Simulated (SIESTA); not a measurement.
Input of a SIESTA 5.4.2 run:

Contents of Ag.fdf:

```
SystemName                      Silver
SystemLabel                     Ag
NumberOfSpecies                 1
NumberOfAtoms                   1
%block ChemicalSpeciesLabel
  1  47 Ag
%endblock ChemicalSpeciesLabel

LatticeConstant                 1.0 Ang
%block LatticeVectors
    -0.0062230000     2.0386280000     2.0672000000
     2.0149730000     0.0469460000     2.0140300000
     2.0855950000     2.0560800000    -0.0236760000
%endblock LatticeVectors
AtomicCoordinatesFormat         Fractional
%block AtomicCoordinatesAndAtomicSpecies
     0.0022060000     0.0285520000    -0.0104340000  1  Ag
%endblock AtomicCoordinatesAndAtomicSpecies

%block kgrid.MonkhorstPack
   11   0   0  0.0
    0  11   0  0.0
    0   0  11  0.0
%endblock kgrid.MonkhorstPack
XC.Functional                   GGA
XC.Authors                      PBEsol
PAO.BasisSize                   DZP
PAO.EnergyShift                 0.003 Ry
Mesh.Cutoff                     800 Ry
OccupationFunction              FD
ElectronicTemperature           0.05 eV
MaxSCFIterations                120
SCF.MustConverge                false
SCF.Mixer.Method                Pulay
SCF.Mixer.Weight                0.25
SCF.Mixer.History               8
SCF.DM.Tolerance                5.0e-05
SCF.H.Tolerance                 1.0e-03 eV
WriteForces                     true
Charge.Mulliken                 end
%block PAO.Basis
  Ag 5
  n=4 0 2
    2.721 0.000
  n=5 0 2
    7.906 0.000
  n=4 1 2
    3.101 0.000
  n=5 1 1
    7.906
  n=4 2 2
    5.119 0.000
%endblock PAO.Basis
```

Potentials or basis: PseudoDojo 0.4 standard (PBEsol files), DZP (energy shift 0.003 Ry; two zetas on semicore shells).

Launch:

```sh
$ siesta Ag.fdf > Ag.out 2>&1
```

Q: What does it give for the band gap on the k mesh?

A: None (metal or under the smearing width).

Q: Estimate the pressure.

A: -2.2 GPa.

Stress tensor (GPa, compression positive):
```
-1.99 -1.92  1.70
-1.92 -2.18 -0.90
 1.70 -0.90 -2.31
```

Caveat: short orbitals over semicore shells can move pressures by several GPa; the basis of atomic orbitals isn't converged, which shifts pressures, moduli and gaps.
